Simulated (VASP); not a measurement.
# KI (Fm-3m) in VASP: a series of runs

The runs below take KI through single point, with PBE.

All numbers are computed with VASP 6.6.1; they aren't measurements. Logs are shortened: lines on timing, memory, paths and dates and some standing lists are left out, and cuts for length are marked.

**Measured values to compare with.**

From a printed reference work, monograph, for a bulk crystal of KI: band gap 6.32 eV.

How close the calculation comes is told below.

## 1. The cell of the first run

The structure is cubic, space group Fm-3m (No. 225). Conventional cell: a = 6.906 Å, b = 6.906 Å, c = 6.906 Å, α = 90.00°, β = 90.00°, γ = 90.00°. Within 4.5 Å of K (site symmetry m-3m) lie 6 I at 3.45 Å. Within 4.5 Å of I (site symmetry m-3m) lie 6 K at 3.45 Å.

## 2. Single point, PBE (41.18 Å³/atom)

The input, INCAR:

```
SYSTEM = KI
ALGO = Normal
EDIFF = 1E-6
ENCUT = 500
GGA = PE
GGA_COMPAT = .FALSE.
ISIF = 2
ISMEAR = -1
LASPH = .TRUE.
LCHARG = .FALSE.
LREAL = .FALSE.
LWAVE = .FALSE.
NBANDS = 15
NELM = 120
PREC = Accurate
SIGMA = 0.02
```

The input, KPOINTS:

```
k-points
0
G
  6 6 6
  0 0 0
```

The input, POSCAR:

```
KI
1.0
    0.0000000000      3.4532122741      3.4532122741
    3.4532122741      0.0000000000      3.4532122741
    3.4532122741      3.4532122741      0.0000000000
K I
1 1
Direct
    0.0000000000      0.0000000000      0.0000000000
    0.5000000000      0.5000000000      0.5000000000
```

Potentials or basis: VASP PAW PBE potentials, release 64 (K_sv, I).

The run is started by

```bash
$ cat potpaw_PBE.64/K_sv/POTCAR potpaw_PBE.64/I/POTCAR > POTCAR
$ mpirun -np 1 vasp_std > vasp.out
```

OUTCAR:

```text
SYSTEM = KI
   EDIFF = 1E-6
   ENCUT = 500
   GGA = PE
   ISIF = 2
   ISMEAR = -1
   LASPH = .TRUE.
   LREAL = .FALSE.
   NELM = 120
   PREC = Accurate

 ion  position               nearest neighbor table
   1  0.000  0.000  0.000-   2 3.45   2 3.45   2 3.45   2 3.45   2 3.45   2 3.45
   2  0.500  0.500  0.500-   1 3.45   1 3.45   1 3.45   1 3.45   1 3.45   1 3.45

  LATTYP: Found a face centered cubic cell.
 ALAT       =     6.9064245482

  Lattice vectors:

 A1 = (   0.0000000000,   3.4532122741,   3.4532122741)
 A2 = (   3.4532122741,   0.0000000000,   3.4532122741)
 A3 = (   3.4532122741,   3.4532122741,   0.0000000000)

Analysis of symmetry for initial positions (statically):
=====================================================================
 Subroutine PRICEL returns:
 Original cell was already a primitive cell.

 Routine SETGRP: Setting up the symmetry group for a
 face centered cubic supercell.

 Subroutine GETGRP returns: Found 48 space group operations
 (whereof 48 operations were pure point group operations)
 out of a pool of 48 trial point group operations.

The static configuration has the point symmetry O_h .

Analysis of symmetry for dynamics (positions and initial velocities):
=====================================================================
 Subroutine PRICEL returns:
 Original cell was already a primitive cell.

 Routine SETGRP: Setting up the symmetry group for a
 face centered cubic supercell.

 Subroutine GETGRP returns: Found 48 space group operations
 (whereof 48 operations were pure point group operations)
 out of a pool of 48 trial point group operations.

The dynamic configuration has the point symmetry O_h .

 Subroutine INISYM returns: Found 48 space group operations
 (whereof 48 operations are pure point group operations),
 and found     1 'primitive' translations

----------------------------------------------------------------------------------------

                                     Primitive cell

  volume of cell :      82.3569

  direct lattice vectors                    reciprocal lattice vectors
     0.000000000  3.453212274  3.453212274    -0.144792721  0.144792721  0.144792721
     3.453212274  0.000000000  3.453212274     0.144792721 -0.144792721  0.144792721
     3.453212274  3.453212274  0.000000000     0.144792721  0.144792721 -0.144792721

  length of vectors
     4.883579632  4.883579632  4.883579632     0.250788349  0.250788349  0.250788349

  position of ions in fractional coordinates (direct lattice)
     0.000000000  0.000000000  0.000000000
     0.500000000  0.500000000  0.500000000

  ion indices of the primitive-cell ions
   primitive index   ion index
                 1           1
                 2           2

----------------------------------------------------------------------------------------

 KPOINTS: k-points

Automatic generation of k-mesh.
 Grid dimensions read from file:
 generate k-points for:    6    6    6

 Generating k-lattice:

  Cartesian coordinates                     Fractional coordinates (reciprocal lattice)
    -0.024132120  0.024132120  0.024132120     0.166666667  0.000000000  0.000000000
     0.024132120 -0.024132120  0.024132120     0.000000000  0.166666667  0.000000000
     0.024132120  0.024132120 -0.024132120     0.000000000  0.000000000  0.166666667

  Length of vectors
     0.041798058  0.041798058  0.041798058

  Shift w.r.t. Gamma in fractional coordinates (k-lattice)
     0.000000000  0.000000000  0.000000000

 Subroutine IBZKPT returns following result:
 ===========================================

 Found     16 irreducible k-points:

 Following reciprocal coordinates:
            Coordinates               Weight
  0.000000  0.000000  0.000000      1.000000
  0.166667  0.000000  0.000000      8.000000
  0.333333  0.000000  0.000000      8.000000
  0.500000  0.000000  0.000000      4.000000
  0.166667  0.166667  0.000000      6.000000
  0.333333  0.166667  0.000000     24.000000
[... 8 lines left out ...]
 -0.333333  0.333333  0.166667     24.000000
 -0.333333  0.500000  0.166667     12.000000
   k-points           NKPTS =     16   k-points in BZ     NKDIM =     16   number of bands    NBANDS=     15
   number of dos      NEDOS =    301   number of ions     NIONS =      2
   total plane-waves  NPLWV =  46656
   dimension x,y,z NGX =    36 NGY =   36 NGZ =   36
   dimension x,y,z NGXF=    72 NGYF=   72 NGZF=   72
   ions per type =               1   1
   NGX,Y,Z   is equivalent  to a cutoff of  12.26, 12.26, 12.26 a.u.
   NGXF,Y,Z  is equivalent  to a cutoff of  24.51, 24.51, 24.51 a.u.
 SYSTEM =  KI
   PREC   = accura    normal or accurate (medium, high low for compatibility)
   ISTART =      0    job   : 0-new  1-cont  2-samecut
   ICHARG =      2    charge: 1-file 2-atom 10-const
   ISPIN  =      1    spin polarized calculation?
   LNONCOLLINEAR =      F non collinear calculations
   LSORBIT =      F    spin-orbit coupling
   LASPH  =      T    aspherical Exc in radial PAW
   ENCUT  =  500.0 eV  36.75 Ry    6.06 a.u.   8.90  8.90  8.90*2*pi/ulx,y,z
   NELM   =    120;   NELMIN=  2; NELMDL= -5     # of ELM steps
   EDIFF  = 0.1E-05   stopping-criterion for ELM
   LREAL  =      F    real-space projection
   EDIFFG = 0.1E-04   stopping-criterion for IOM
   NSW    =      0    number of steps for IOM
   IBRION =     -1    ionic relax: 0-MD 1-quasi-New 2-CG
   NFREE  =      0    steps in history (QN), initial steepest desc. (CG)
   ISIF   =      2    stress and relaxation
   ISYM   =      2    0-nonsym 1-usesym 2-fastsym
   POTIM  = 0.5000    time-step for ionic-motion
   TEBEG  =    0.0;   TEEND  =   0.0 temperature during run
   PSTRESS=    0.0 pullay stress
   NELECT =      16.0000    total number of electrons
   NUPDOWN=      -1.0000    fix difference up-down
   EMIN   =  10.00;   EMAX   =-10.00  energy-range for DOS
   EFERMI =   0.00;   METHOD = LEGACY
   ISMEAR =    -1;   SIGMA  =   0.02  broadening in eV -4-tet -1-fermi 0-gaus
   EFERMI_NEDOS =   21; number of points for ismear=-14 and -15
   IALGO  =     38    algorithm
   IMIX   =      4    mixing-type and parameters
     AMIX     =   0.40;   BMIX     =  1.00
     AMIX_MAG =   1.60;   BMIX_MAG =  1.00
  volume/ion in A,a.u.               =      41.18       277.89
  Fermi-wavevector in a.u.,A,eV,Ry     =   0.948160  1.791762 12.231734  0.899007
  Thomas-Fermi vector in A             =   2.076322
   LORBIT       =      0    0 simple, 1 ext, 2 COOP (PROOUT), +10 PAW based schemes
   GGA     = PE    functional components
   LHFCALC =     F    Hartree Fock is set to
   AEXX    =    0.0000 exact exchange contribution
   IVDW    =     0    specifies the selected vdW correction
   LEPSILON=     F    determine dielectric tensor
   LRPA    =     F    only Hartree local field effects (RPA)
 non-spin polarized calculation
  energy-cutoff  :      500.00
  volume of cell :       82.36
 maximum number of plane-waves:      2121
   NGX = 17   NGY = 17   NGZ = 17

 number of electron      16.0000000 magnetization

 Free energy of the ion-electron system (eV)
  ---------------------------------------------------
  ext. energy  EPLUGINS =         0.00000000
  ---------------------------------------------------
  free energy    TOTEN  =        -5.51520167 eV

  energy without entropy =       -5.51520167  energy(sigma->0) =       -5.51520167

 E-fermi :   0.3856     XC(G=0):  -7.4494

 val. band max:       -0.0435646092   @ k =   0.0000   0.0000   0.0000
 cond. band min:       4.0855946734   @ k =   0.0000   0.0000   0.0000
 fundamental gap:      4.1291592825
 Fermi energy:         0.3856081960

 k-point     1 :       0.0000    0.0000    0.0000
  band No.  band energies     occupation
      1     -28.4338      2.00000
      2     -11.9307      2.00000
      3     -11.9307      2.00000
      4     -11.9307      2.00000
      5     -10.6561      2.00000
      6      -0.0436      2.00000
      7      -0.0436      2.00000
      8      -0.0436      2.00000
      9       4.0856      0.00000
     10       6.4163      0.00000
     11       6.4163      0.00000
     12       6.4163      0.00000
     13       7.1810      0.00000
     14       7.1810      0.00000
     15       9.8133      0.00000

 k-point     2 :       0.1667    0.0000    0.0000
  band No.  band energies     occupation
      1     -28.4331      2.00000
      2     -11.9944      2.00000
      3     -11.9313      2.00000
      4     -11.9313      2.00000
      5     -10.5529      2.00000
      6      -0.5162      2.00000
      7      -0.1517      2.00000
      8      -0.1517      2.00000
      9       4.7427      0.00000
     10       6.3633      0.00000
     11       6.7274      0.00000
     12       6.7274      0.00000
     13       7.5388      0.00000
     14       7.5388      0.00000
     15      10.7460      0.00000

 k-point     3 :       0.3333    0.0000    0.0000
  band No.  band energies     occupation
      1     -28.4315      2.00000
      2     -12.1012      2.00000
      3     -11.9327      2.00000
      4     -11.9327      2.00000
      5     -10.3640      2.00000
      6      -1.2315      2.00000
      7      -0.3498      2.00000
      8      -0.3498      2.00000
      9       5.4086      0.00000
     10       7.1633      0.00000
     11       7.4915      0.00000
     12       7.4915      0.00000
     13       8.4658      0.00000
     14       8.4658      0.00000
     15       9.9301      0.00000
[... 199 lines left out ...]
 k-point    15 :      -0.3333    0.3333    0.1667
  band No.  band energies     occupation
      1     -28.4300      2.00000
      2     -12.0564      2.00000
      3     -11.9637      2.00000
      4     -11.9507      2.00000
      5     -10.3621      2.00000
      6      -1.1293      2.00000
      7      -0.7621      2.00000
      8      -0.5528      2.00000
      9       6.2748      0.00000
     10       6.5929      0.00000
     11       7.1961      0.00000
     12       8.4030      0.00000
     13       8.9225      0.00000
     14       9.3131      0.00000
     15      10.0954      0.00000

 k-point    16 :      -0.3333    0.5000    0.1667
  band No.  band energies     occupation
      1     -28.4298      2.00000
      2     -11.9947      2.00000
      3     -11.9829      2.00000
      4     -11.9645      2.00000
      5     -10.4144      2.00000
      6      -1.0127      2.00000
      7      -0.6719      2.00000
      8      -0.6621      2.00000
      9       5.5712      0.00000
     10       6.5303      0.00000
     11       7.4804      0.00000
     12       8.5173      0.00000
     13       8.6328      0.00000
     14       9.7593      0.00000
     15      10.3090      0.00000

------------------------ aborting loop because EDIFF is reached ----------------------------------------

  FORCE on cell =-STRESS in cart. coord.  units (eV):
  Direction    XX          YY          ZZ          XY          YZ          ZX
  --------------------------------------------------------------------------------------
  -------------------------------------------------------------------------------------
  Total        0.8743966      0.8743966      0.8743966     -0.0000000     -0.0000000      0.0000000
  in kB       17.0105846     17.0105846     17.0105846     -0.0000000     -0.0000000      0.0000000
  external PRESSURE =      17.0105846 kB  Pullay stress =       0.0000000 kB

 VOLUME and BASIS-vectors are now :
 -----------------------------------------------------------------------------
  energy-cutoff  :      500.00
  volume of cell :       82.36
      direct lattice vectors                 reciprocal lattice vectors
     0.000000000  3.453212274  3.453212274    -0.144792721  0.144792721  0.144792721
     3.453212274  0.000000000  3.453212274     0.144792721 -0.144792721  0.144792721
     3.453212274  3.453212274  0.000000000     0.144792721  0.144792721 -0.144792721

 POSITION                                       TOTAL-FORCE (eV/Angst)
 -----------------------------------------------------------------------------------
      0.00000      0.00000      0.00000         0.000000     -0.000000      0.000000
      3.45321      3.45321      3.45321        -0.000000      0.000000      0.000000
 -----------------------------------------------------------------------------------
    total drift:                                0.000000      0.000000      0.000000

  FREE ENERGIE OF THE ION-ELECTRON SYSTEM (eV)
  ---------------------------------------------------
  free  energy   TOTEN  =        -5.5152016709 eV

  energy  without entropy=       -5.5152016709  energy(sigma->0) =       -5.51520167
```

Run time: 23 s. Hardware: 1 thread of Intel Xeon Platinum 8488C (Sapphire Rapids), shared host; peak memory 0.21 GiB.

What came out:

- Free energy: -5.5152 eV
- Pressure: 1.7 GPa
- Band gap on the k mesh: 4.13 eV

Caveat: spin-orbit coupling is left out, which moves the levels of the heavy elements.

## 3. Single point, PBE (46.41 Å³/atom)

This run uses another cell than the first one, of 46.41 Å³/atom.

The input, INCAR:

```
PREC = Accurate
ENCUT = 500
EDIFF = 1E-6
ISMEAR = -1
SIGMA = 0.02
LREAL = F
LASPH = T
NELM = 120
ALGO = Normal
ISIF = 2
LWAVE = F
LCHARG = F
GGA = PE
NBANDS = 15
GGA_COMPAT = F
```

The input, KPOINTS:

```
regular mesh
0
Gamma
  6 6 6
```

The input, POSCAR:

```
KI
1.0
    0.0000000000      3.5936763733      3.5936763733
    3.5936763733      0.0000000000      3.5936763733
    3.5936763733      3.5936763733      0.0000000000
K I
1 1
Direct
    0.0000000000      0.0000000000      0.0000000000
    0.5000000000      0.5000000000      0.5000000000
```

Potentials or basis: VASP PAW PBE potentials, release 64 (K_sv, I).

The run is started by

```bash
$ cat potpaw_PBE.64/K_sv/POTCAR potpaw_PBE.64/I/POTCAR > POTCAR
$ mpirun -np 1 vasp_std > vasp.out
```

It took 27 s on 1 thread of Intel Xeon Platinum 8488C (Sapphire Rapids), shared host; peak memory 0.24 GiB.

It converged, with:

```yaml
Free_energy: -5.5651 eV
Pressure: 0.0 GPa
Band_gap_on_the_k_mesh: 3.85 eV
```

Levels at points of the mesh, in eV from the valence-band top:
```csv
k point,band 5,band 6,band 7,band 8,band 9,band 10,band 11,band 12
"(0.00, 0.00, 0.00)",-10.43,0.00,0.00,0.00,3.85,6.51,6.51,6.51
"(0.50, 0.00, 0.00)",-10.21,-1.21,-0.30,-0.30,5.47,7.55,8.04,8.04
"(0.50, 0.50, 0.00)",-10.31,-0.92,-0.34,-0.34,5.01,5.65,8.04,8.55
```

Caveat: spin-orbit coupling is left out, which moves the levels of the heavy elements.

## 4. Single point, PBE

This run uses another cell than the first one, of 43.78 Å³/atom.

The input, INCAR:

```
SYSTEM = KI
PREC = Accurate
ENCUT = 520
EDIFF = 1E-6
ISMEAR = -1
SIGMA = 0.02
LREAL = .FALSE.
LASPH = .TRUE.
NELM = 60
ALGO = Normal
ISIF = 2
LWAVE = .FALSE.
LCHARG = .FALSE.
GGA = PE
NBANDS = 15
```

The input, KPOINTS:

```
regular mesh
0
G
  6 6 6
  0 0 0
```

The input, POSCAR:

```
KI
1.0
    0.0000000000      3.5245500000      3.5245500000
    3.5245500000      0.0000000000      3.5245500000
    3.5245500000      3.5245500000      0.0000000000
K I
1 1
Direct
    0.0000000000      0.0000000000      0.0000000000
    0.5000000000      0.5000000000      0.5000000000
```

The run is started by

```bash
$ cat potpaw_PBE.64/K_sv/POTCAR potpaw_PBE.64/I/POTCAR > POTCAR
$ mpirun -np 1 vasp_std > vasp.out
```

Run time: 30 s. Hardware: 1 thread of Intel Xeon 8259CL, shared host; peak memory 0.24 GiB.

The run converged. Its results:

```yaml
Free_energy: -5.5538 eV
Pressure: 0.7 GPa
Band_gap_on_the_k_mesh: 3.98 eV
```

Levels at points of the mesh, in eV from the valence-band top:
```tsv
k point	band 5	band 6	band 7	band 8	band 9	band 10	band 11	band 12
(0.00, 0.00, 0.00)	-10.51	0.00	0.00	0.00	3.98	6.49	6.49	6.49
(0.50, 0.00, 0.00)	-10.23	-1.34	-0.34	-0.34	5.53	7.73	8.16	8.16
(0.50, 0.50, 0.00)	-10.37	-1.01	-0.37	-0.37	4.92	5.78	8.10	8.74
```

Caveat: spin-orbit coupling is left out, which moves the levels of the heavy elements.

## 5. Single point, PBE (42.91 Å³/atom)

This run uses another cell than the first one, of 42.91 Å³/atom.

The input, INCAR:

```
ALGO = Normal
EDIFF = 1E-6
ENCUT = 520
GGA = PE
ISIF = 2
ISMEAR = -1
LASPH = True
LCHARG = False
LREAL = False
LWAVE = False
NBANDS = 15
NELM = 100
PREC = Accurate
SIGMA = 0.02
```

The input, KPOINTS:

```
k-points
0
Gamma
  6 6 6
```

The input, POSCAR:

```
KI
1.0
    0.0000000000      3.5008945893      3.5008945893
    3.5008945893      0.0000000000      3.5008945893
    3.5008945893      3.5008945893      0.0000000000
K I
1 1
Direct
    0.0000000000      0.0000000000      0.0000000000
    0.5000000000      0.5000000000      0.5000000000
```

The run is started by

```bash
$ cat potpaw_PBE.64/K_sv/POTCAR potpaw_PBE.64/I/POTCAR > POTCAR
$ mpirun -np 1 vasp_std > vasp.out
```

It took 30 s on 1 thread of Intel Xeon 8259CL, shared host; peak memory 0.23 GiB.

It converged, with:

```yaml
Free_energy: -5.5443 eV
Pressure: 1.0 GPa
Band_gap_on_the_k_mesh: 4.03 eV
```

Levels at points of the mesh, in eV from the valence-band top:
```
           k point  band 5  band 6  band 7  band 8  band 9  band 10  band 11  band 12
(0.00, 0.00, 0.00)  -10.54    0.00    0.00    0.00    4.03     6.48     6.48     6.48
(0.50, 0.00, 0.00)  -10.23   -1.38   -0.36   -0.36    5.55     7.79     8.20     8.20
(0.50, 0.50, 0.00)  -10.39   -1.04   -0.38   -0.38    4.89     5.83     8.12     8.80
```

Caveat: spin-orbit coupling is left out, which moves the levels of the heavy elements.

## 6. Single point, PBE (44.66 Å³/atom)

This run uses another cell than the first one, of 44.66 Å³/atom.

The input, INCAR:

```
  ALGO = Normal
  EDIFF = 1E-6
  ENCUT = 520
  GGA = PE
  ISIF = 2
  ISMEAR = -1
  LASPH = True
  LCHARG = True
  LELF = True
  LREAL = False
  LVHAR = True
  LWAVE = False
  NBANDS = 15
  NELM = 60
  PREC = Accurate
  SIGMA = 0.02
```

KPOINTS is that of step 5.

The input, POSCAR:

```
KI
1.0
    0.0000000000      3.5478920710      3.5478920710
    3.5478920710      0.0000000000      3.5478920710
    3.5478920710      3.5478920710      0.0000000000
K I
1 1
Direct
    0.0000000000      0.0000000000      0.0000000000
    0.5000000000      0.5000000000      0.5000000000
```

Potentials or basis: VASP PAW PBE potentials, release 64 (K_sv, I).

The run is started by

```bash
$ cat potpaw_PBE.64/K_sv/POTCAR potpaw_PBE.64/I/POTCAR > POTCAR
$ mpirun -np 1 vasp_std > vasp.out
```

Wall time 36 s (1 thread of Intel Xeon 8259CL, shared host); peak memory 0.24 GiB.

The run converged. Its results:

- Free energy: -5.5602 eV
- Pressure: 0.5 GPa
- Band gap on the k mesh: 3.93 eV

Levels at points of the mesh, in eV from the valence-band top:
| k point | band 4 | band 5 | band 6 | band 7 | band 8 | band 9 | band 10 | band 11 | band 12 | band 13 |
| --- | --- | --- | --- | --- | --- | --- | --- | --- | --- | --- |
| (0.00, 0.00, 0.00) | -12.01 | -10.48 | 0.00 | 0.00 | 0.00 | 3.93 | 6.50 | 6.50 | 6.50 | 7.21 |
| (0.50, 0.00, 0.00) | -12.01 | -10.22 | -1.29 | -0.33 | -0.33 | 5.51 | 7.67 | 8.12 | 8.12 | 8.68 |
| (0.50, 0.50, 0.00) | -12.03 | -10.35 | -0.98 | -0.36 | -0.36 | 4.96 | 5.74 | 8.08 | 8.67 | 8.74 |

Caveat: spin-orbit coupling is left out, which moves the levels of the heavy elements.

## 7. The runs side by side

```csv
cell,cutoff (eV),gap on the mesh (eV),pressure (GPa)
"a = 4.884 Å, angles 60.0°, 2 atoms",500,4.13,1.7
"a = 5.082 Å, angles 60.0°, 2 atoms",500,3.85,0.0
"a = 4.984 Å, angles 60.0°, 2 atoms",520,3.98,0.7
"a = 4.951 Å, angles 60.0°, 2 atoms",520,4.03,1.0
"a = 5.017 Å, angles 60.0°, 2 atoms",520,3.93,0.5
```

Alike in all rows: task single point; level PBE; potentials or basis VASP PAW PBE potentials, release 64 (K_sv, I); no spin polarisation; k mesh 6 × 6 × 6; smearing fermi-dirac 0.02 eV.

Caveats: spin-orbit coupling is left out, which moves the levels of the heavy elements.

Absolute energies hang on the potentials; compare differences alone.

## 8. Against experiment

Step 4. A measured gap of KI is 6.32 eV (a printed reference work, monograph); the calculated 3.98 eV misses it by -2.34 eV. Spin-orbit coupling on I is left out. The value is that of PBE, without temperature or zero-point motion. Semilocal functionals fall short of measured gaps as a rule.
